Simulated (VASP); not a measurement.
# V: drag along a line

V, slab, 13 atoms in the cell. PBE, constrained relaxations along a path; PAW potentials V_sv (PBE set).

Path: drag along a line, V hops from a hollow site to the next hollow site of V(100).

## Input

INCAR:
```
SYSTEM = V
PREC = Normal ; ENCUT = 300
EDIFF = 1E-6 ; ISMEAR = 1
SIGMA = 0.1 ; LREAL = .FALSE.
LASPH = .TRUE. ; NELM = 100
ALGO = Normal ; LWAVE = .FALSE.
LCHARG = .FALSE. ; ISPIN = 2
MAGMOM = 2 2 2 2 2 2 2 2 2 2 2 2 2 ; LMAXMIX = 4
IBRION = 2 ; NSW = 60
ISIF = 2 ; EDIFFG = -0.03
POTIM = 0.5 ; KPAR = 2
```

KPOINTS:
```
k-points
0
Gamma
  3 3 1
```

POSCAR.step1:
```
V
1.0
    6.0574000000      0.0000000000      0.0000000000
    0.0000000000      6.0574000000      0.0000000000
    0.0000000000      0.0000000000     18.1987000000
V
13
Selective dynamics
Direct
    0.0000000000      0.0000000000      0.3296938792  F F F
    0.5000000000      0.0000000000      0.3296938792  F F F
    0.0000000000      0.5000000000      0.3296938792  F F F
    0.5000000000      0.5000000000      0.3296938792  F F F
    0.2500000000      0.2500000000      0.4129058669  T T T
    0.7500000000      0.2500000000      0.4129058669  T T T
    0.2500000000      0.7500000000      0.4129058669  T T T
    0.7500000000      0.7500000000      0.4129058669  T T T
    0.0000000000      0.0000000000      0.4961178546  T T T
    0.5000000000      0.0000000000      0.4961178546  T T T
    0.0000000000      0.5000000000      0.4961178546  T T T
    0.5000000000      0.5000000000      0.4961178546  T T T
    0.2500000000      0.2500000000      0.6114621585  F T T
```

POSCAR.step2:
```
V
1.0
    6.0574000000      0.0000000000      0.0000000000
    0.0000000000      6.0574000000      0.0000000000
    0.0000000000      0.0000000000     18.1987000000
V
13
Selective dynamics
Direct
    0.0000000000      0.0000000000      0.3296938792  F F F
    0.5000000000      0.0000000000      0.3296938792  F F F
    0.0000000000      0.5000000000      0.3296938792  F F F
    0.5000000000      0.5000000000      0.3296938792  F F F
    0.2500000000      0.2500000000      0.4129058669  T T T
    0.7500000000      0.2500000000      0.4129058669  T T T
    0.2500000000      0.7500000000      0.4129058669  T T T
    0.7500000000      0.7500000000      0.4129058669  T T T
    0.0000000000      0.0000000000      0.4961178546  T T T
    0.5000000000      0.0000000000      0.4961178546  T T T
    0.0000000000      0.5000000000      0.4961178546  T T T
    0.5000000000      0.5000000000      0.4961178546  T T T
    0.1500000000      0.2500000000      0.6114621585  F T T
```

POSCAR.step3:
```
V
1.0
    6.0574000000      0.0000000000      0.0000000000
    0.0000000000      6.0574000000      0.0000000000
    0.0000000000      0.0000000000     18.1987000000
V
13
Selective dynamics
Direct
    0.0000000000      0.0000000000      0.3296938792  F F F
    0.5000000000      0.0000000000      0.3296938792  F F F
    0.0000000000      0.5000000000      0.3296938792  F F F
    0.5000000000      0.5000000000      0.3296938792  F F F
    0.2500000000      0.2500000000      0.4129058669  T T T
    0.7500000000      0.2500000000      0.4129058669  T T T
    0.2500000000      0.7500000000      0.4129058669  T T T
    0.7500000000      0.7500000000      0.4129058669  T T T
    0.0000000000      0.0000000000      0.4961178546  T T T
    0.5000000000      0.0000000000      0.4961178546  T T T
    0.0000000000      0.5000000000      0.4961178546  T T T
    0.5000000000      0.5000000000      0.4961178546  T T T
    0.0750000000      0.2500000000      0.6114621585  F T T
```

POSCAR.step4:
```
V
1.0
    6.0574000000      0.0000000000      0.0000000000
    0.0000000000      6.0574000000      0.0000000000
    0.0000000000      0.0000000000     18.1987000000
V
13
Selective dynamics
Direct
    0.0000000000      0.0000000000      0.3296938792  F F F
    0.5000000000      0.0000000000      0.3296938792  F F F
    0.0000000000      0.5000000000      0.3296938792  F F F
    0.5000000000      0.5000000000      0.3296938792  F F F
    0.2500000000      0.2500000000      0.4129058669  T T T
    0.7500000000      0.2500000000      0.4129058669  T T T
    0.2500000000      0.7500000000      0.4129058669  T T T
    0.7500000000      0.7500000000      0.4129058669  T T T
    0.0000000000      0.0000000000      0.4961178546  T T T
    0.5000000000      0.0000000000      0.4961178546  T T T
    0.0000000000      0.5000000000      0.4961178546  T T T
    0.5000000000      0.5000000000      0.4961178546  T T T
    0.0000000000      0.2500000000      0.6114621585  F T T
```

POSCAR.step5:
```
V
1.0
    6.0574000000      0.0000000000      0.0000000000
    0.0000000000      6.0574000000      0.0000000000
    0.0000000000      0.0000000000     18.1987000000
V
13
Selective dynamics
Direct
    0.0000000000      0.0000000000      0.3296938792  F F F
    0.5000000000      0.0000000000      0.3296938792  F F F
    0.0000000000      0.5000000000      0.3296938792  F F F
    0.5000000000      0.5000000000      0.3296938792  F F F
    0.2500000000      0.2500000000      0.4129058669  T T T
    0.7500000000      0.2500000000      0.4129058669  T T T
    0.2500000000      0.7500000000      0.4129058669  T T T
    0.7500000000      0.7500000000      0.4129058669  T T T
    0.0000000000      0.0000000000      0.4961178546  T T T
    0.5000000000      0.0000000000      0.4961178546  T T T
    0.0000000000      0.5000000000      0.4961178546  T T T
    0.5000000000      0.5000000000      0.4961178546  T T T
   -0.0750000000      0.2500000000      0.6114621585  F T T
```

POSCAR.step6:
```
V
1.0
    6.0574000000      0.0000000000      0.0000000000
    0.0000000000      6.0574000000      0.0000000000
    0.0000000000      0.0000000000     18.1987000000
V
13
Selective dynamics
Direct
    0.0000000000      0.0000000000      0.3296938792  F F F
    0.5000000000      0.0000000000      0.3296938792  F F F
    0.0000000000      0.5000000000      0.3296938792  F F F
    0.5000000000      0.5000000000      0.3296938792  F F F
    0.2500000000      0.2500000000      0.4129058669  T T T
    0.7500000000      0.2500000000      0.4129058669  T T T
    0.2500000000      0.7500000000      0.4129058669  T T T
    0.7500000000      0.7500000000      0.4129058669  T T T
    0.0000000000      0.0000000000      0.4961178546  T T T
    0.5000000000      0.0000000000      0.4961178546  T T T
    0.0000000000      0.5000000000      0.4961178546  T T T
    0.5000000000      0.5000000000      0.4961178546  T T T
   -0.1500000000      0.2500000000      0.6114621585  F T T
```

POSCAR.step7:
```
V
1.0
    6.0574000000      0.0000000000      0.0000000000
    0.0000000000      6.0574000000      0.0000000000
    0.0000000000      0.0000000000     18.1987000000
V
13
Selective dynamics
Direct
    0.0000000000      0.0000000000      0.3296938792  F F F
    0.5000000000      0.0000000000      0.3296938792  F F F
    0.0000000000      0.5000000000      0.3296938792  F F F
    0.5000000000      0.5000000000      0.3296938792  F F F
    0.2500000000      0.2500000000      0.4129058669  T T T
    0.7500000000      0.2500000000      0.4129058669  T T T
    0.2500000000      0.7500000000      0.4129058669  T T T
    0.7500000000      0.7500000000      0.4129058669  T T T
    0.0000000000      0.0000000000      0.4961178546  T T T
    0.5000000000      0.0000000000      0.4961178546  T T T
    0.0000000000      0.5000000000      0.4961178546  T T T
    0.5000000000      0.5000000000      0.4961178546  T T T
   -0.2500000000      0.2500000000      0.6114621585  F T T
```

Commands (each step's output is kept before the next begins):
```
cat potpaw_PBE.64/V_sv/POTCAR > POTCAR
cp POSCAR.step1 POSCAR
mpirun -np 8 vasp_std > vasp.out
cp POSCAR.step2 POSCAR
mpirun -np 8 vasp_std > vasp.out
cp POSCAR.step3 POSCAR
mpirun -np 8 vasp_std > vasp.out
cp POSCAR.step4 POSCAR
mpirun -np 8 vasp_std > vasp.out
cp POSCAR.step5 POSCAR
mpirun -np 8 vasp_std > vasp.out
cp POSCAR.step6 POSCAR
mpirun -np 8 vasp_std > vasp.out
cp POSCAR.step7 POSCAR
mpirun -np 8 vasp_std > vasp.out
```

## Result

- Barrier (eV): 0.877
- Ionic steps, all stages: 172
- Electronic steps, all stages: 5853

Energy along the pull:

| Share of the way | Energy above the start (eV) |
|---|---|
| 0 | 0.000 |
| 0.2 | 0.341 |
| 0.35 | 0.845 |
| 0.5 | 0.736 |
| 0.65 | 0.845 |
| 0.8 | 0.341 |
| 1 | 0.000 |

The slab is body-centred cubic V(100), in-plane cell 6.06 × 6.06 Å, with 3 × 3 k points.

Limits: the adatom repeats in each 2 x 2 surface cell, and the slab has three layers.

VASP 6.6.1 took 8460 s on 8 cores (Intel Xeon 6975P-C (Granite Rapids)), a shared host.
